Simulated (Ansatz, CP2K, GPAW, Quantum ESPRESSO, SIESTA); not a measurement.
# One structure in several programs: GeTe (P1, 2 atoms in the cell)

Self-consistent single point, at a second geometry (atoms moved at random). First geometry:

```
CELL_PARAMETERS angstrom
      2.05428     1.18604     3.60839
     -2.05428     1.18604     3.60839
      0.00000    -2.37208     3.60839
ATOMIC_POSITIONS crystal
  Ge 0.99223 0.99223 0.99223
  Te 0.52878 0.52878 0.52878
```

Second geometry:
```
GeTe
1.0
    2.05428     1.18604     3.60839
   -2.05428     1.18604     3.60839
    0.00000    -2.37208     3.60839
Ge Te
1 1
Direct
  0.99255   0.99545   0.98885
  0.52846   0.52556   0.53216
```

Shared settings, as Ansatz (a quantum-chemistry and plane-wave program) writes them: kpoints.mp_grid.grid = 10 10 10; scf.occupations.method = fixed. Potentials and cutoffs stand in the table.

```json
[
 {"code": "CP2K", "model": "PBE, GPW, DZVP-MOLOPT-SR-GTH basis, GTH-PBE potentials (GTH_POTENTIALS)", "ΔF from the first geometry (meV/atom)": "0.3", "pressure (GPa)": "5.26", "largest force (eV/Å)": "0.518", "gap on the mesh (eV)": "0.435", "cutoff": "grid 400 Ry"},
 {"code": "GPAW", "model": "PBE, GPAW PAW datasets PBE (gpaw-data 1.0.1)", "ΔF from the first geometry (meV/atom)": "0.3", "pressure (GPa)": "3.96", "largest force (eV/Å)": "0.482", "gap on the mesh (eV)": "0.446", "cutoff": "550 eV"},
 {"code": "Ansatz", "model": "PBE, PAW files", "ΔF from the first geometry (meV/atom)": "0.3", "pressure (GPa)": "4.23", "largest force (eV/Å)": "0.459", "gap on the mesh (eV)": "0.443", "cutoff": "default"},
 {"code": "Quantum ESPRESSO", "model": "PBE, PSlibrary PAW (PBE) pseudopotentials", "ΔF from the first geometry (meV/atom)": "0.3", "pressure (GPa)": "4.27", "largest force (eV/Å)": "0.490", "gap on the mesh (eV)": "0.439", "cutoff": "40 Ry"},
 {"code": "SIESTA", "model": "GGA PBE, numerical atomic orbitals TZP, PseudoDojo PBE standard norm-conserving potentials (rewritten from UPF to PSML)", "ΔF from the first geometry (meV/atom)": "0.3", "pressure (GPa)": "5.63", "largest force (eV/Å)": "0.875", "gap on the mesh (eV)": "0.450", "cutoff": "grid 350 Ry"}
]
```

Gaps are read on the mesh.

On Ansatz's run: spin-orbit coupling is off.

The spread over the programs that give each value: ΔF from the first geometry within 0.0 meV/atom; pressure within 1.67 GPa; largest force within 0.416 eV/Å; gap on the mesh within 0.015 eV.

CP2K and SIESTA use small atom-centred bases, whose incompleteness enters pressures, forces and empty levels differently from a plane-wave cutoff. Ansatz's pressure is given at a fixed set of plane waves, as the other plane-wave codes print theirs. In the pressure, CP2K (by 1.03) and SIESTA (by 1.40) lie more than 1 GPa from the median of the plane-wave programs. In the force vectors, SIESTA (by 0.409) lies more than 0.08 eV/Å from the median of the plane-wave programs.

The starting cell comes from a database of computed structures (which also holds hypothetical and non-ambient phases and stackings), without a prior relaxation at this level. Its lattice was rescaled by a random factor within 2.5 % of one. For this run, on top of that: atoms moved at random.

Keys are those of Ansatz 0.2.
